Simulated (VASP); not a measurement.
# Be (P6_3/mmc) in VASP: notebook, part 2 of 2

VASP 6.6.1. Earlier steps stand in the parts before.

## Step 3: Relaxation of cell and atoms, LDA, target pressure 47.9 GPa, at which the enthalpy is minimised

This run uses another cell than the first one, of 8.11 Å³/atom, 1.184 times its volume.

INCAR

```
ALGO = Normal
EDIFF = 1E-6
EDIFFG = -0.01
ENCUT = 600
IBRION = 2
ISIF = 3
ISMEAR = 1
LASPH = True
LCHARG = False
LREAL = False
LWAVE = False
NELM = 80
NSW = 90
PREC = Accurate
PSTRESS = 479.0
SIGMA = 0.1
```

KPOINTS

```
k-points
0
Gamma
  18 18 10
```

POSCAR

```
Be
1.0
    2.2853000000      0.0000000000      0.0000000000
   -1.1426500000      1.9791278553      0.0000000000
    0.0000000000      0.0000000000      3.5842000000
Be
2
Direct
    0.3333333333      0.6666666667      0.2500000000
    0.6666666667      0.3333333333      0.7500000000
```

Potentials or basis: VASP PAW LDA potentials, release 64 (Be).

Run with:

```sh
$ cat potpaw_LDA.64/Be/POTCAR > POTCAR
$ mpirun -np 1 vasp_std > vasp.out
```

OUTCAR:

```text
EDIFF = 1E-6
   EDIFFG = -0.01
   ENCUT = 600
   IBRION = 2
   ISIF = 3
   ISMEAR = 1
   LASPH = True
   LREAL = False
   NELM = 80
   NSW = 90
   PREC = Accurate
   PSTRESS = 479.0

 ion  position               nearest neighbor table
   1  0.333  0.667  0.250-   2 2.23   2 2.23   2 2.23   2 2.23   2 2.23   2 2.23
   2  0.667  0.333  0.750-   1 2.23   1 2.23   1 2.23   1 2.23   1 2.23   1 2.23

  LATTYP: Found a hexagonal cell.
 ALAT       =     2.2853000000
 C/A-ratio  =     1.5683717674

  Lattice vectors:

 A1 = (   2.2853000000,   0.0000000000,   0.0000000000)
 A2 = (  -1.1426500000,   1.9791278553,   0.0000000000)
 A3 = (   0.0000000000,   0.0000000000,   3.5842000000)

Analysis of symmetry for initial positions (statically):
=====================================================================
 Subroutine PRICEL returns:
 Original cell was already a primitive cell.

 Routine SETGRP: Setting up the symmetry group for a
 hexagonal supercell.

 Subroutine GETGRP returns: Found 24 space group operations
 (whereof 12 operations were pure point group operations)
 out of a pool of 24 trial point group operations.

The static configuration has the point symmetry D_3d.
 The point group associated with its full space group is D_6h.

Analysis of symmetry for dynamics (positions and initial velocities):
=====================================================================
 Subroutine PRICEL returns:
 Original cell was already a primitive cell.

 Routine SETGRP: Setting up the symmetry group for a
 hexagonal supercell.

 Subroutine GETGRP returns: Found 24 space group operations
 (whereof 12 operations were pure point group operations)
 out of a pool of 24 trial point group operations.

The dynamic configuration has the point symmetry D_3d.
 The point group associated with its full space group is D_6h.

 Subroutine INISYM returns: Found 24 space group operations
 (whereof 12 operations are pure point group operations),
 and found     1 'primitive' translations

----------------------------------------------------------------------------------------

                                     Primitive cell

  volume of cell :      16.2110

  direct lattice vectors                    reciprocal lattice vectors
     2.285300000  0.000000000  0.000000000     0.437579311  0.252636533  0.000000000
    -1.142650000  1.979127855  0.000000000     0.000000000  0.505273066  0.000000000
     0.000000000  0.000000000  3.584200000     0.000000000  0.000000000  0.279002288

  length of vectors
     2.285300000  2.285300000  3.584200000     0.505273066  0.505273066  0.279002288

  position of ions in fractional coordinates (direct lattice)
     0.333333333  0.666666667  0.250000000
     0.666666667  0.333333333  0.750000000

  ion indices of the primitive-cell ions
   primitive index   ion index
                 1           1
                 2           2

----------------------------------------------------------------------------------------

 KPOINTS: k-points

Automatic generation of k-mesh.
 Grid dimensions read from file:
 generate k-points for:   18   18   10

 Generating k-lattice:

  Cartesian coordinates                     Fractional coordinates (reciprocal lattice)
     0.024309962  0.014035363  0.000000000     0.055555556 -0.000000000  0.000000000
     0.000000000  0.028070726  0.000000000     0.000000000  0.055555556  0.000000000
     0.000000000  0.000000000  0.027900229     0.000000000  0.000000000  0.100000000

  Length of vectors
     0.028070726  0.028070726  0.027900229

  Shift w.r.t. Gamma in fractional coordinates (k-lattice)
     0.000000000  0.000000000  0.000000000

 Subroutine IBZKPT returns following result:
 ===========================================

 Found    222 irreducible k-points:

 Following reciprocal coordinates:
            Coordinates               Weight
  0.000000  0.000000  0.000000      1.000000
  0.055556  0.000000  0.000000      6.000000
  0.111111  0.000000  0.000000      6.000000
  0.166667  0.000000  0.000000      6.000000
  0.222222  0.000000  0.000000      6.000000
  0.277778  0.000000  0.000000      6.000000
[... 16 lines left out ...]
  0.333333  0.111111  0.000000     12.000000
  0.388889  0.111111  0.000000     12.000000
 [... further k-points ...]
   k-points           NKPTS =    222   k-points in BZ     NKDIM =    222   number of bands    NBANDS=      6
   number of dos      NEDOS =    301   number of ions     NIONS =      2
   total plane-waves  NPLWV =   9720
   dimension x,y,z NGX =    18 NGY =   18 NGZ =   30
   dimension x,y,z NGXF=    36 NGYF=   36 NGZF=   60
   ions per type =               2
   NGX,Y,Z   is equivalent  to a cutoff of  13.09, 13.09, 13.91 a.u.
   NGXF,Y,Z  is equivalent  to a cutoff of  26.19, 26.19, 27.83 a.u.
 SYSTEM =  unknown system
   PREC   = accura    normal or accurate (medium, high low for compatibility)
   ISTART =      0    job   : 0-new  1-cont  2-samecut
   ICHARG =      2    charge: 1-file 2-atom 10-const
   ISPIN  =      1    spin polarized calculation?
   LNONCOLLINEAR =      F non collinear calculations
   LSORBIT =      F    spin-orbit coupling
   LASPH  =      T    aspherical Exc in radial PAW
   ENCUT  =  600.0 eV  44.10 Ry    6.64 a.u.   4.56  4.56  7.16*2*pi/ulx,y,z
   NELM   =     80;   NELMIN=  2; NELMDL= -5     # of ELM steps
   EDIFF  = 0.1E-05   stopping-criterion for ELM
   LREAL  =      F    real-space projection
   EDIFFG = -.1E-01   stopping-criterion for IOM
   NSW    =     90    number of steps for IOM
   IBRION =      2    ionic relax: 0-MD 1-quasi-New 2-CG
   NFREE  =      1    steps in history (QN), initial steepest desc. (CG)
   ISIF   =      3    stress and relaxation
   ISYM   =      2    0-nonsym 1-usesym 2-fastsym
   POTIM  = 0.5000    time-step for ionic-motion
   TEBEG  =    0.0;   TEEND  =   0.0 temperature during run
   PSTRESS=  479.0 pullay stress
   NELECT =       4.0000    total number of electrons
   NUPDOWN=      -1.0000    fix difference up-down
   EMIN   =  10.00;   EMAX   =-10.00  energy-range for DOS
   EFERMI =   0.00;   METHOD = LEGACY
   ISMEAR =     1;   SIGMA  =   0.10  broadening in eV -4-tet -1-fermi 0-gaus
   EFERMI_NEDOS =   21; number of points for ismear=-14 and -15
   IALGO  =     38    algorithm
   IMIX   =      4    mixing-type and parameters
     AMIX     =   0.40;   BMIX     =  1.00
     AMIX_MAG =   1.60;   BMIX_MAG =  1.00
  volume/ion in A,a.u.               =       8.11        54.70
  Fermi-wavevector in a.u.,A,eV,Ry     =   1.026814  1.940397 14.345258  1.054347
  Thomas-Fermi vector in A             =   2.160726
   LORBIT       =      0    0 simple, 1 ext, 2 COOP (PROOUT), +10 PAW based schemes
   GGA     = CA    functional components
   LHFCALC =     F    Hartree Fock is set to
   AEXX    =    0.0000 exact exchange contribution
   IVDW    =     0    specifies the selected vdW correction
   LEPSILON=     F    determine dielectric tensor
   LRPA    =     F    only Hartree local field effects (RPA)
 conjugate gradient relaxation of ions
 non-spin polarized calculation
 Methfessel and Paxton  Order N= 1 SIGMA  =   0.10
  energy-cutoff  :      600.00
  volume of cell :       16.21
 maximum number of plane-waves:       555
   NGX =  9   NGY =  9   NGZ = 15

--------------------------------------- Ionic step        1  -------------------------------------------

 number of electron       4.0000000 magnetization

 Free energy of the ion-electron system (eV)
  ---------------------------------------------------
  ext. energy  EPLUGINS =         0.00000000
  ---------------------------------------------------
  free energy    TOTEN  =        -8.38792171 eV

  energy without entropy =       -8.38778235  energy(sigma->0) =       -8.38787526

------------------------ aborting loop because EDIFF is reached ----------------------------------------

  FORCE on cell =-STRESS in cart. coord.  units (eV):
  Direction    XX          YY          ZZ          XY          YZ          ZX
  --------------------------------------------------------------------------------------
  -------------------------------------------------------------------------------------
  Total       -0.8819554     -0.8819554     -0.6438629      0.0000000      0.0000000      0.0000000
  in kB      -87.1661592    -87.1661592    -63.6347982      0.0000000      0.0000000      0.0000000
  external PRESSURE =    -558.3223722 kB  Pullay stress =     479.0000000 kB
[... 25 lines left out ...]
--------------------------------------- Ionic step        2  -------------------------------------------

 number of electron       4.0000000 magnetization

 E-fermi :  10.6858     XC(G=0): -12.0710

 val. band max:       10.6663245856   @ k =   0.3333   0.2778   0.3000
 cond. band min:      10.7507523206   @ k =   0.3333   0.2778   0.2000
 fundamental gap:      0.0844277350
 Fermi energy:        10.6857655682

 k-point     1 :       0.0000    0.0000    0.0000
  band No.  band energies     occupation
      1      -2.7914      2.00000
      2       4.4308      2.00000
      3      13.6378      0.00000
      4      32.4146      0.00000
      5      32.4146      0.00000
      6      36.1631      0.00000
[... 434 lines left out ...]
--------------------------------------- Ionic step        8  -------------------------------------------

 number of electron       4.0000000 magnetization

 Free energy of the ion-electron system (eV)
  ---------------------------------------------------
  ext. energy  EPLUGINS =         0.00000000
  ---------------------------------------------------
  free energy    TOTEN  =        -8.00635495 eV

  energy without entropy =       -8.00614630  energy(sigma->0) =       -8.00628540

 E-fermi :   9.4962     XC(G=0): -11.6073

 val. band max:        9.4846484567   @ k =   0.3333   0.2778   0.3000
 cond. band min:       9.5421038107   @ k =   0.3333   0.2778   0.2000
 fundamental gap:      0.0574553539
 Fermi energy:         9.4962164633

 k-point     1 :       0.0000    0.0000    0.0000
  band No.  band energies     occupation
      1      -3.4256      2.00000
      2       3.5875      2.00000
      3      11.4794     -0.00000
      4      29.3621      0.00000
      5      29.3621      0.00000
      6      32.7391      0.00000
[... 240 lines left out ...]
  energy  without entropy=       -8.0061462978  energy(sigma->0) =       -8.00628540

  enthalpy is  TOTEN    =        -4.4595641866 eV   P V=        3.5467907612

 reached required accuracy - stopping structural energy minimisation
```

Wall time 52 s (1 thread of Intel Xeon Platinum 8259CL at 2.50GHz (Skylake/Cascade Lake), shared host); peak memory 0.14 GiB.

Results:

```
Free energy                                            : -8.0064 eV
Relaxed volume                                         : 5.93 Å³/atom
Relaxed cell                                           : a = 2.047 Å, b = 2.047 Å, c = 3.268 Å, α = 90.00°, β = 90.00°, γ = 120.00°
Space group after relaxing (to 0.05 Å)                 : P6_3/mmc (No. 194)
Energy change on relaxing (the enthalpy is what falls) : +190.8 meV/atom
Ionic steps                                            : 8
Pressure after relaxing                                : 47.9 GPa
Band gap on the k mesh                                 : none (metal or under the smearing width)
```

The path:
| step | energy change (eV) | largest force (eV/Å) | pressure (GPa) | volume (Å³) |
| --- | --- | --- | --- | --- |
| 1 | 0.0000 | 0.0000 | -7.93 | 16.21 |
| 2 | 0.9807 | 0.0000 | 90.26 | 10.45 |
| 3 | 0.3835 | 0.0000 | 48.04 | 11.87 |
| 4 | 0.3605 | 0.0000 | 46.24 | 11.94 |
| 5 | 0.3611 | 0.0000 | 46.27 | 11.93 |
| 6 | 0.3607 | 0.0000 | 46.27 | 11.93 |
| 7 | 0.3895 | 0.0000 | 48.51 | 11.84 |
| 8 | 0.3816 | 0.0000 | 47.90 | 11.86 |

Final structure:
```xyz
2
Lattice="2.0473 0.0000 0.0000 -1.0237 1.7731 0.0000 0.0000 0.0000 3.2681" Properties=species:S:1:pos:R:3 pbc="T T T"
Be    0.0000    1.1820    0.8170
Be    1.0237    0.5910    2.4511
```

Levels at points of the mesh, in eV from the Fermi level:
```tsv
k point	band 1	band 2	band 3	band 4	band 5	band 6
(0.00, 0.00, 0.00)	-12.92	-5.91	1.98	19.87	19.87	23.24
(0.50, 0.00, 0.00)	-6.27	-3.47	4.12	7.38	8.61	11.58
(0.00, 0.00, 0.50)	-10.66	-10.66	12.65	12.65	21.86	21.86
(0.50, 0.00, 0.50)	-4.72	-4.72	2.61	2.61	14.71	14.71
```

Caveat: the cell is relaxed towards a set pressure, so the enthalpy falls and the energy may rise; the volume moved by over 15 % at a fixed basis, so the end points are rough.

## Step 4: Relaxation of cell and atoms, LDA, target pressure 47.9 GPa, at which the enthalpy is minimised

This run uses another cell than the first one, of 5.93 Å³/atom, 0.866 times its volume.

Changes to INCAR since step 3:

```diff
@@ -1,4 +1,4 @@
 ALGO = Normal
-EDIFF = 1E-6
-EDIFFG = -0.01
+EDIFF = 1E-7
+EDIFFG = -0.005
 ENCUT = 600
```

KPOINTS is that of step 3.

POSCAR

```
Be                                      
1.0
    2.0473453310      0.0000000000      0.0000000000
   -1.0236726655      1.7730530670      0.0000000000
   -0.0000000000     -0.0000000000      3.2681185422
  Be            
     2
Direct
     0.3333333332999970    0.6666666667000030    0.2500000000000000
     0.6666666667000030    0.3333333332999970    0.7500000000000000
```

Run with:

```sh
$ cat potpaw_LDA.64/Be/POTCAR > POTCAR
$ mpirun -np 1 vasp_std > vasp.out
```

Run time: 8.2 s. Hardware: 1 thread of Intel Xeon Platinum 8259CL at 2.50GHz (Skylake/Cascade Lake), shared host; peak memory 0.12 GiB.

Results (log left out):

```
Free energy             : -8.0059 eV
Pressure after relaxing : 47.9 GPa
Band gap on the k mesh  : none (metal or under the smearing width)
```

Final structure:
```
Be
1.0
     2.04735    0.00000    0.00000
    -1.02367    1.77305    0.00000
     0.00000    0.00000    3.26812
Be
2
Cartesian
  0.0000 1.1820 0.8170
  1.0237 0.5910 2.4511
```

Levels at points of the mesh, in eV from the Fermi level:
| k point | band 1 | band 2 | band 3 | band 4 | band 5 | band 6 |
| --- | --- | --- | --- | --- | --- | --- |
| (0.00, 0.00, 0.00) | -12.92 | -5.91 | 1.98 | 19.87 | 19.87 | 23.24 |
| (0.50, 0.00, 0.00) | -6.27 | -3.47 | 4.13 | 7.38 | 8.62 | 11.58 |
| (0.00, 0.00, 0.50) | -10.65 | -10.65 | 12.65 | 12.65 | 21.86 | 21.86 |
| (0.50, 0.00, 0.50) | -4.72 | -4.72 | 2.61 | 2.61 | 14.71 | 14.71 |

Caveat: the relaxation stopped at its first step, so nothing moved; the cell is relaxed towards a set pressure, so the enthalpy falls and the energy may rise.

## Step 5: Relaxation of cell and atoms, PBE, target pressure 47.9 GPa, at which the enthalpy is minimised

This run uses another cell than the first one, of 8.11 Å³/atom, 1.184 times its volume.

INCAR

```
  PREC = Accurate
  ENCUT = 600
  EDIFF = 1E-6
  ISMEAR = 1
  SIGMA = 0.1
  LREAL = F
  LASPH = T
  NELM = 80
  ALGO = Normal
  ISIF = 3
  LWAVE = F
  LCHARG = F
  GGA = PE
  IBRION = 2
  NSW = 90
  EDIFFG = -0.01
  PSTRESS = 479.0
```

KPOINTS

```
Automatic mesh
0
Gamma
  18 18 10
```

POSCAR

```
Be
1.0
    2.2853000000      0.0000000000      0.0000000000
   -1.1426500000      1.9791278553      0.0000000000
    0.0000000000      0.0000000000      3.5842000000
Be
2
Direct
    0.3333333333      0.6666666667      0.2500000000
    0.6666666667      0.3333333333      0.7500000000
```

Potentials or basis: VASP PAW PBE potentials, release 64 (Be).

Run with:

```sh
$ cat potpaw_PBE.64/Be/POTCAR > POTCAR
$ mpirun -np 1 vasp_std > vasp.out
```

Wall time 58 s (1 thread of AMD EPYC 7R43 (Zen 3), shared host); peak memory 0.11 GiB.

It converged, with:

```
Free energy                                            : -7.0870 eV
Relaxed volume                                         : 6.13 Å³/atom
Relaxed cell                                           : a = 2.070 Å, b = 2.070 Å, c = 3.302 Å, α = 90.00°, β = 90.00°, γ = 120.00°
Space group after relaxing (to 0.05 Å)                 : P6_3/mmc (No. 194)
Energy change on relaxing (the enthalpy is what falls) : +219.6 meV/atom
Ionic steps                                            : 8
Pressure after relaxing                                : 47.9 GPa
Band gap on the k mesh                                 : none (metal or under the smearing width)
```

The path:
```csv
step,energy change (eV),largest force (eV/Å),pressure (GPa),volume (Å³)
1,0.0000,0.0000,-2.77,16.21
2,0.9877,0.0000,84.74,10.91
3,0.4408,0.0000,48.05,12.26
4,0.4196,0.0000,46.51,12.33
5,0.4201,0.0000,46.51,12.32
6,0.4198,0.0000,46.51,12.32
7,0.4460,0.0000,48.42,12.23
8,0.4391,0.0000,47.92,12.26
```

Final structure:
```
CELL_PARAMETERS angstrom
2.07045 0.00000 0.00000
-1.03522 1.79306 0.00000
0.00000 0.00000 3.30169
ATOMIC_POSITIONS crystal
Be 0.33333 0.66667 0.25000
Be 0.66667 0.33333 0.75000
```

Levels at points of the mesh, in eV from the Fermi level:
| k point | band 1 | band 2 | band 3 | band 4 | band 5 |
| --- | --- | --- | --- | --- | --- |
| (0.00, 0.00, 0.00) | -12.96 | -5.77 | 1.69 | 19.62 | 19.62 |
| (0.50, 0.00, 0.00) | -6.17 | -3.51 | 4.09 | 7.23 | 8.32 |
| (0.00, 0.00, 0.50) | -10.65 | -10.65 | 12.40 | 12.40 | 21.61 |
| (0.50, 0.00, 0.50) | -4.62 | -4.62 | 2.34 | 2.34 | 14.52 |

Caveat: the cell is relaxed towards a set pressure, so the enthalpy falls and the energy may rise; the volume moved by over 15 % at a fixed basis, so the end points are rough.

## Step 6: Summary

```tsv
level	potentials or basis	cell	target pressure	gap on the mesh (eV)	pressure (GPa)
PBEsol	VASP PAW PBE potentials, release 64 (Be)	relaxed to 21.2 GPa	21.2 GPa	none	21.3
LDA	VASP PAW LDA potentials, release 64 (Be)	relaxed to 47.9 GPa	47.9 GPa	none	47.9
PBE	VASP PAW PBE potentials, release 64 (Be)	relaxed to 47.9 GPa	47.9 GPa	none	47.9
```

Alike in all rows: task relaxation of cell and atoms; no spin polarisation; k mesh 18 × 18 × 10; cutoff (eV) 600; smearing methfessel-paxton 0.1 eV.

Caveats: the cell is relaxed towards a set pressure, so the enthalpy falls and the energy may rise; the relaxation stopped at its first step, so nothing moved (some runs); the PAW data sets were made with another functional, which shifts forces and pressure a little (some runs); the volume moved by over 15 % at a fixed basis, so the end points are rough (some runs).

Absolute energies hang on the potentials; compare differences alone.
